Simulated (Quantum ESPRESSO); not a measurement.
# AlN (P6_3mc) in Quantum ESPRESSO: notebook, part 2 of 3

Quantum ESPRESSO 7.5. Earlier steps stand in the parts before.

## Step 3: Phonons, PBE

pw.in reads:

```
&CONTROL
  calculation = 'scf'
  prefix = 'pwscf'
  outdir = './tmp'
  pseudo_dir = './pseudo'
  tprnfor = .true.
  tstress = .true.
  disk_io = 'low'
/
&SYSTEM
  ibrav = 0
  celldm(1) = 8
  nat = 4
  ntyp = 2
  ecutwfc = 45
  ecutrho = 360
  nbnd = 14
  occupations = 'smearing'
  smearing = 'fd'
  degauss = 0.00367493
/
&ELECTRONS
  conv_thr = 8d-10
  electron_maxstep = 120
  mixing_beta = 0.5
/
ATOMIC_SPECIES
Al    26.9815 al_pbe_v1.uspp.F.UPF
N     14.0070 n_pbe_v1.2.uspp.F.UPF
CELL_PARAMETERS alat
  0.7353396782450   0.0000000000000   0.0000000000000
 -0.3676698391225   0.6368228417753   0.0000000000000
  0.0000000000000   0.0000000000000   1.1765907283451
ATOMIC_POSITIONS crystal
Al     0.6666666667    0.3333333333    0.5000000000
Al     0.3333333333    0.6666666667    0.0000000000
N      0.6666666667    0.3333333333    0.8800000000
N      0.3333333333    0.6666666667    0.3800000000
K_POINTS automatic
6 6 4 0 0 1
```

relax.in reads:

```
&CONTROL
  calculation = 'vc-relax'
  prefix = 'pwscf'
  outdir = './tmp'
  pseudo_dir = './pseudo'
  tprnfor = .true.
  tstress = .true.
  disk_io = 'low'
  nstep = 40
  forc_conv_thr = 0.0001
  etot_conv_thr = 1d-06
/
&SYSTEM
  ibrav = 0
  celldm(1) = 8
  nat = 4
  ntyp = 2
  ecutwfc = 45
  ecutrho = 360
  nbnd = 14
  occupations = 'smearing'
  smearing = 'fd'
  degauss = 0.00367493
/
&ELECTRONS
  conv_thr = 8d-10
  electron_maxstep = 120
  mixing_beta = 0.5
/
&IONS
  ion_dynamics = 'bfgs'
/
&CELL
  cell_dynamics = 'bfgs'
  press = 0
  press_conv_thr = 0.2
/
ATOMIC_SPECIES
Al    26.9815 al_pbe_v1.uspp.F.UPF
N     14.0070 n_pbe_v1.2.uspp.F.UPF
CELL_PARAMETERS alat
  0.7353396782450   0.0000000000000   0.0000000000000
 -0.3676698391225   0.6368228417753   0.0000000000000
  0.0000000000000   0.0000000000000   1.1765907283451
ATOMIC_POSITIONS crystal
Al     0.6666666667    0.3333333333    0.5000000000
Al     0.3333333333    0.6666666667    0.0000000000
N      0.6666666667    0.3333333333    0.8800000000
N      0.3333333333    0.6666666667    0.3800000000
K_POINTS automatic
6 6 4 0 0 1
```

scf2.in reads:

```
&CONTROL
  calculation = 'scf'
  prefix = 'pwscf'
  outdir = './tmp'
  pseudo_dir = './pseudo'
  tprnfor = .true.
  tstress = .true.
  disk_io = 'low'
/
&SYSTEM
  ibrav = 0
  celldm(1) = 8
  nat = 4
  ntyp = 2
  ecutwfc = 45
  ecutrho = 360
  nbnd = 14
  occupations = 'fixed'
/
&ELECTRONS
  conv_thr = 1d-13
  electron_maxstep = 120
  mixing_beta = 0.5
  startingpot = 'file'
  startingwfc = 'file'
/
ATOMIC_SPECIES
Al    26.9815 al_pbe_v1.uspp.F.UPF
N     14.0070 n_pbe_v1.2.uspp.F.UPF
CELL_PARAMETERS alat
  0.7398931845713  -0.0000000000000   0.0000000000000
 -0.3699465922857   0.6407662939257   0.0000000000000
  0.0000000000000   0.0000000000000   1.1867825489231
ATOMIC_POSITIONS crystal
Al     0.6666666666    0.3333333332    0.4993078810
Al     0.3333333332    0.6666666666   -0.0006921190
N      0.6666666666    0.3333333332    0.8806921190
N      0.3333333332    0.6666666666    0.3806921190
K_POINTS automatic
6 6 4 0 0 1
```

ph.in reads:

```
phonons of AlN
&INPUTPH
  prefix = 'pwscf'
  outdir = './tmp'
  tr2_ph = 1d-18
  fildyn = 'dyn'
  niter_ph = 90
  alpha_mix(1) = 0.7
  epsil = .true.
/
0.0000000000 0.0000000000 0.0000000000
```

dynmat.in reads:

```
&INPUT
  fildyn = 'dyn'
  asr = 'crystal'
  lperm = .true.
  filout = 'dynmat.disp'
  fileig = 'dynmat.eig'
/
```

dynmat_lo.in reads:

```
&INPUT
  fildyn = 'dyn'
  asr = 'crystal'
  filout = 'dynmat_lo.disp'
  fileig = 'dynmat_lo.eig'
  q(1) = 0
  q(2) = 0
  q(3) = 1
/
```

Potentials or basis: GBRV 1.5 PBE.

Command:

```bash
OMP_NUM_THREADS=1 mpirun -n 4 pw.x -nk 2 -in pw.in > pw.out
OMP_NUM_THREADS=1 mpirun -n 4 pw.x -nk 2 -in relax.in > relax.out
OMP_NUM_THREADS=1 mpirun -n 4 pw.x -nk 2 -in scf2.in > scf2.out
OMP_NUM_THREADS=1 mpirun -n 4 ph.x -nk 2 -in ph.in > ph.out
OMP_NUM_THREADS=1 mpirun -n 1 dynmat.x -in dynmat.in > dynmat.out
OMP_NUM_THREADS=1 mpirun -n 1 dynmat.x -in dynmat_lo.in > dynmat_lo.out
```

pw.out:

```text
This program is part of the open-source Quantum ESPRESSO suite
     for quantum simulation of materials; please cite
[... 6 lines left out ...]
     using ibrav=0 with symmetry is DISCOURAGED, use correct ibrav instead

     K-points division:     npool     =       2
     Subspace diagonalization in iterative solution of the eigenvalue problem:
     a serial algorithm will be used

     --------------------
     sticks:   dense  smooth     PW     G-vecs:    dense   smooth      PW
     Min         423     216     63                16269     5780     980
     Max         424     217     64                16278     5781     981
     Sum         847     433    127                32547    11561    1961

     Using Slab Decomposition

     bravais-lattice index     =            0
     lattice parameter (alat)  =       8.0000  a.u.
     unit-cell volume          =     282.0993 (a.u.)^3
     number of atoms/cell      =            4
     number of atomic types    =            2
     number of electrons       =        16.00
     number of Kohn-Sham states=           14
     kinetic-energy cutoff     =      45.0000  Ry
     charge density cutoff     =     360.0000  Ry
     scf convergence threshold =      8.0E-10
     mixing beta               =       0.5000
     number of iterations used =            8  plain     mixing
     Exchange-correlation= SLA  PW   PBE  PBE
                           (   1   4   3   4   0   0   0)

     celldm(1)=   8.000000  celldm(2)=   0.000000  celldm(3)=   0.000000
     celldm(4)=   0.000000  celldm(5)=   0.000000  celldm(6)=   0.000000

     crystal axes: (cart. coord. in units of alat)
               a(1) = (   0.735340   0.000000   0.000000 )
               a(2) = (  -0.367670   0.636823   0.000000 )
               a(3) = (   0.000000   0.000000   1.176591 )

     reciprocal axes: (cart. coord. in units 2 pi/alat)
               b(1) = (  1.359916  0.785148 -0.000000 )
               b(2) = (  0.000000  1.570295  0.000000 )
               b(3) = (  0.000000 -0.000000  0.849913 )

     PseudoPot. # 1 for Al read from file:
     al_pbe_v1.uspp.F.UPF
     Pseudo is Ultrasoft + core correction, Zval =  3.0
     Generated by new atomic code, or converted to UPF format
     Using radial grid of  893 points,  3 beta functions with:
                l(1) =   0
                l(2) =   1
                l(3) =   2
     Q(r) pseudized with  8 coefficients,  rinner =    0.900   0.900   0.900
                                                       0.900   0.900

     PseudoPot. # 2 for N  read from file:
     n_pbe_v1.2.uspp.F.UPF
     Pseudo is Ultrasoft + core correction, Zval =  5.0
     Generated by new atomic code, or converted to UPF format
     Using radial grid of  729 points,  4 beta functions with:
                l(1) =   0
                l(2) =   0
                l(3) =   1
                l(4) =   1
     Q(r) pseudized with  8 coefficients,  rinner =    0.900   0.900   0.900

     atomic species   valence    mass     pseudopotential
     Al                3.00    26.98150     Al( 1.00)
     N                 5.00    14.00700     N ( 1.00)

     12 Sym. Ops. (no inversion) found ( 6 have fractional translation)

   Cartesian axes

     site n.     atom                  positions (alat units)
         1        Al     tau(   1) = (   0.3676698   0.2122743   0.5882954  )
         2        Al     tau(   2) = (  -0.0000000   0.4245486   0.0000000  )
         3        N      tau(   3) = (   0.3676698   0.2122743   1.0353998  )
         4        N      tau(   4) = (  -0.0000000   0.4245486   0.4471045  )

     number of k points=    14  Fermi-Dirac smearing, width (Ry)=  0.0037
                       cart. coord. in units 2pi/alat
        k(    1) = (   0.0000000   0.0000000   0.1062392), wk =   0.0277778
        k(    2) = (   0.0000000   0.0000000   0.3187175), wk =   0.0277778
        k(    3) = (   0.0000000   0.2617159   0.1062392), wk =   0.1666667
        k(    4) = (   0.0000000   0.2617159   0.3187175), wk =   0.1666667
        k(    5) = (   0.0000000   0.5234318   0.1062392), wk =   0.1666667
        k(    6) = (   0.0000000   0.5234318   0.3187175), wk =   0.1666667
        k(    7) = (   0.0000000  -0.7851477   0.1062392), wk =   0.0833333
        k(    8) = (   0.0000000  -0.7851477   0.3187175), wk =   0.0833333
        k(    9) = (   0.2266526   0.3925739   0.1062392), wk =   0.1666667
        k(   10) = (   0.2266526   0.3925739   0.3187175), wk =   0.1666667
        k(   11) = (   0.2266526   0.6542898   0.1062392), wk =   0.3333333
        k(   12) = (   0.2266526   0.6542898   0.3187175), wk =   0.3333333
        k(   13) = (   0.4533052   0.7851477   0.1062392), wk =   0.0555556
        k(   14) = (   0.4533052   0.7851477   0.3187175), wk =   0.0555556

     Dense  grid:    32547 G-vectors     FFT dimensions: (  36,  36,  60)

     Smooth grid:    11561 G-vectors     FFT dimensions: (  25,  25,  48)

     Initial potential from superposition of free atoms

     starting charge      15.9951, renormalised to      16.0000
     Starting wfcs are   16 randomized atomic wfcs

     Self-consistent Calculation

     iteration #  1     ecut=    45.00 Ry     beta= 0.50
     Davidson diagonalization with overlap
     ethr =  1.00E-02,  avg # of iterations =  3.7

     total energy              =     -53.73993593 Ry
     estimated scf accuracy    <       1.20782617 Ry

     iteration #  2     ecut=    45.00 Ry     beta= 0.50
     Davidson diagonalization with overlap
     ethr =  7.55E-03,  avg # of iterations =  2.0

     total energy              =     -54.07806913 Ry
     estimated scf accuracy    <       0.15135811 Ry

     iteration #  3     ecut=    45.00 Ry     beta= 0.50
     Davidson diagonalization with overlap
     ethr =  9.46E-04,  avg # of iterations =  1.4
[... 36 lines left out ...]
     total energy              =     -54.10055852 Ry
     estimated scf accuracy    <       0.00000002 Ry

     iteration #  9     ecut=    45.00 Ry     beta= 0.50
     Davidson diagonalization with overlap
     ethr =  1.36E-10,  avg # of iterations =  2.1

     total energy              =     -54.10055853 Ry
     estimated scf accuracy    <          5.0E-09 Ry

     iteration # 10     ecut=    45.00 Ry     beta= 0.50
     Davidson diagonalization with overlap
     ethr =  3.13E-11,  avg # of iterations =  2.0

     End of self-consistent calculation

          k = 0.0000 0.0000 0.1062 (  1442 PWs)   bands (ev):

    -8.0420  -6.0458   1.2954   6.2864   6.2864   6.7548   6.9065   6.9065
    11.6040  13.7602  17.5898  18.1812  18.1812  19.6312

          k = 0.0000 0.0000 0.3187 (  1448 PWs)   bands (ev):

    -7.5784  -6.7823   2.7557   4.8620   6.4615   6.4615   6.7184   6.7184
    12.9766  13.8267  17.2023  17.9372  18.2677  18.2679

          k = 0.0000 0.2617 0.1062 (  1437 PWs)   bands (ev):

    -7.6961  -5.8429   1.6724   4.8795   5.4947   5.8958   6.8051   6.8384
    12.7007  14.8148  16.1718  16.8568  19.0311  19.0882

          k = 0.0000 0.2617 0.3187 (  1438 PWs)   bands (ev):

    -7.2561  -6.5119   2.8344   4.3243   5.4425   6.1405   6.1996   6.5154
    13.4770  14.5311  16.0461  16.7519  18.5226  19.0347

          k = 0.0000 0.5234 0.1062 (  1435 PWs)   bands (ev):

    -6.8038  -5.4651   2.2591   3.0848   3.7346   5.3005   6.2821   6.5178
    13.0935  13.7702  15.4000  17.2916  18.5130  18.5843

          k = 0.0000 0.5234 0.3187 (  1444 PWs)   bands (ev):

    -6.4546  -5.9045   2.1366   2.6909   4.8269   5.6142   6.0767   6.1129
    12.7136  13.4526  16.1927  17.0689  18.3587  19.0593

          k = 0.0000-0.7851 0.1062 (  1428 PWs)   bands (ev):

    -6.0849  -5.4327   1.5504   2.7141   3.9706   5.0508   5.5290   6.3672
    12.6168  12.9488  15.7054  17.0546  18.1514  19.2849

          k = 0.0000-0.7851 0.3187 (  1448 PWs)   bands (ev):

    -5.8788  -5.6042   1.3568   1.8042   5.1751   5.3857   5.9237   6.0159
    12.0930  12.8373  16.0961  16.8074  18.4015  19.2464

          k = 0.2267 0.3926 0.1062 (  1441 PWs)   bands (ev):

    -7.0706  -5.5450   2.3043   3.6923   3.9050   5.3111   6.1655   6.5608
    13.8399  14.5143  15.7464  16.2344  18.1196  18.7130

          k = 0.2267 0.3926 0.3187 (  1440 PWs)   bands (ev):

    -6.6874  -6.0656   2.6027   3.2330   4.9721   5.1958   5.7862   6.3152
    13.6583  14.0967  16.3498  16.5044  18.2225  18.6584

          k = 0.2267 0.6543 0.1062 (  1435 PWs)   bands (ev):

    -6.1579  -5.3739   2.0500   2.9144   3.8578   4.3705   5.5092   5.8287
    12.8999  14.3015  15.7777  16.9946  17.9130  18.9384

          k = 0.2267 0.6543 0.3187 (  1437 PWs)   bands (ev):

    -5.9236  -5.5955   1.8373   2.1940   4.1820   4.8289   5.5962   6.3126
    13.0414  13.8151  16.0394  16.7128  17.9219  18.5411

          k = 0.4533 0.7851 0.1062 (  1428 PWs)   bands (ev):

    -5.5676  -5.5676   2.3351   3.0560   3.0560   4.5301   5.0243   5.0243
    12.3929  15.4511  16.4485  16.4485  18.6483  18.6483

          k = 0.4533 0.7851 0.3187 (  1425 PWs)   bands (ev):

    -5.5357  -5.5357   2.3561   2.3561   2.8355   3.7066   6.1070   6.1070
    13.7953  15.0575  15.1721  15.1721  18.8802  18.8802

     the Fermi energy is     9.3788 ev

!    total energy              =     -54.10055853 Ry
     estimated scf accuracy    <          4.9E-10 Ry
     smearing contrib. (-TS)   =       0.00000000 Ry
     internal energy E=F+TS    =     -54.10055853 Ry

     The total energy is F=E-TS. E is the sum of the following terms:
     one-electron contribution =      -2.20957591 Ry
     hartree contribution      =      11.40668570 Ry
     xc contribution           =     -19.81122004 Ry
     ewald contribution        =     -43.48644828 Ry

     convergence has been achieved in  10 iterations

     Forces acting on atoms (cartesian axes, Ry/au):

     atom    1 type  1   force =     0.00000000   -0.00000000   -0.00496720
     atom    2 type  1   force =     0.00000000   -0.00000000   -0.00496720
     atom    3 type  2   force =     0.00000000    0.00000000    0.00496720
     atom    4 type  2   force =     0.00000000    0.00000000    0.00496720

     Total force =     0.009934     Total SCF correction =     0.000000

     Computing stress (Cartesian axis) and pressure

          total   stress  (Ry/bohr**3)                   (kbar)     P=       42.32
   0.00024903  -0.00000000   0.00000000           36.63       -0.00        0.00
   0.00000000   0.00024903   0.00000000            0.00       36.63        0.00
   0.00000000   0.00000000   0.00036490            0.00        0.00       53.68

=------------------------------------------------------------------------------=
   JOB DONE.
=------------------------------------------------------------------------------=
```

Run time: 3.3 min. Hardware: 4 MPI ranks of AMD EPYC (Zen 3), shared host; peak memory 0.28 GiB.

Results:

| Quantity | Value |
| --- | --- |
| Free energy | -736.0885 eV |
| Relaxed volume | 10.67 Å³/atom |
| Relaxed cell | a = 3.132 Å, b = 3.132 Å, c = 5.024 Å, α = 90.00°, β = 90.00°, γ = 120.00° |
| Space group after relaxing (to 0.05 Å) | P6_3mc (No. 186) |
| Pressure after relaxing | 0.0 GPa |
| Electronic dielectric tensor (diagonal) | 4.55, 4.55, 4.70 |
| Born charges (mean of the diagonal) | Al +2.58; N -2.60 e |
| Highest phonon frequency at Γ, LO-TO splitting left out | 706 cm⁻¹ |
| Static dielectric tensor (diagonal) | 8.38, 8.38, 9.82 |

Step by step:
```
step  energy change (eV)  largest force (eV/Å)  pressure (GPa)  volume (Å³)
   1              0.0000                0.1277            4.23        41.80
   2             -0.0127                0.0148           -0.09        42.71
   3             -0.0127                0.0068           -0.01        42.69
   4             -0.0127                0.0022            0.01        42.69
   5             -0.0127                0.0005            0.01        42.69
   6             -0.0127                0.0003            0.00        42.69
```

Final structure:
```cif
data_structure
_symmetry_space_group_name_H-M 'P 1'
_symmetry_Int_Tables_number 1
_cell_length_a 3.1323
_cell_length_b 3.1323
_cell_length_c 5.0241
_cell_angle_alpha 90.000
_cell_angle_beta 90.000
_cell_angle_gamma 120.000
_cell_volume 42.69
loop_
_atom_site_label
_atom_site_type_symbol
_atom_site_fract_x
_atom_site_fract_y
_atom_site_fract_z
_atom_site_occupancy
Al1 Al 0.66667 0.33333 0.49931 1
Al2 Al 0.33333 0.66667 0.99931 1
N1 N 0.66667 0.33333 0.88069 1
N2 N 0.33333 0.66667 0.38069 1
```

Levels at points of the mesh, in eV from the valence-band top:
```
           k point  band 5  band 6  band 7  band 8  band 9  band 10  band 11  band 12
(0.00, 0.00, 0.12)   -0.61   -0.14    0.00    0.00    4.52     6.70    10.52    11.15
```

Phonon frequencies in cm⁻¹ (negative: imaginary):
```
              q point                                 frequencies
(0.000, 0.000, 0.000)  8 8 13 236 236 536 595 636 636 649 649 706
```

Electronic dielectric tensor:
```
4.55 0.00 0.00
0.00 4.55 0.00
0.00 0.00 4.70
```

Born effective charge tensors (e):
atom 1, Al
```
2.53 0.00 0.00
0.00 2.53 0.00
0.00 0.00 2.69
```
atom 2, Al
```
2.53 0.00 0.00
0.00 2.53 0.00
0.00 0.00 2.69
```
atom 3, N
```
-2.55  0.00  0.00
 0.00 -2.55  0.00
 0.00  0.00 -2.69
```
atom 4, N
```
-2.55  0.00  0.00
 0.00 -2.55  0.00
 0.00  0.00 -2.69
```

Optical modes at Γ, degenerate ones joined, polar ones without the macroscopic field:
```tsv
cm⁻¹	components	symmetry	active in	IR intensity, summed ((D/Å)²/amu)
236	2	E2	Raman	0.00
536	1	B1	silent	0.00
595	1	A1	IR and Raman	36.27
636	2	E2	Raman	0.00
649	2	E1	IR and Raman	64.62
706	1	B1	silent	0.00
```

Zone-centre frequencies without and with the macroscopic field along z (cm⁻¹):
```
                      optical modes in rising order
       without  236 236 536 595 636 636 649 649 706
with the field  236 236 536 636 636 649 649 706 860
```

Static dielectric tensor, electrons and zone-centre modes:
```
8.38 0.00 0.00
0.00 8.38 0.00
0.00 0.00 9.82
```

(Part 2 of 3 ends here.)
